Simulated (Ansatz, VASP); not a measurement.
# Be: VASP beside Ansatz

```
Be
1.0
     2.29950    0.00000    0.00000
    -1.14975    1.99143    0.00000
     0.00000    0.00000    3.60090
Be
2
Direct
  0.33333 0.66667 0.25000
  0.66667 0.33333 0.75000
```

Alike in both runs: task single point; functional LDA; k mesh 20 × 20 × 11; occupations fermi-dirac, width 0.05 eV; no spin polarisation.

|  | VASP | Ansatz |
| --- | --- | --- |
| version | VASP 6.6.1 | Ansatz 0.2.0 |
| potentials or method | VASP PAW LDA potentials, release 64 (Be), cutoff 520 eV | all-electron LAPW, scalar-relativistic |

```tsv
	VASP	Ansatz	Ansatz less VASP
pressure (GPa)	-9.6	-10.0	-0.42
largest component of the traceless stress (GPa)	0.12	0.13	+0.012
```

Ansatz ran all-electron here, so the differences hold the error of VASP's frozen core and of both bases.
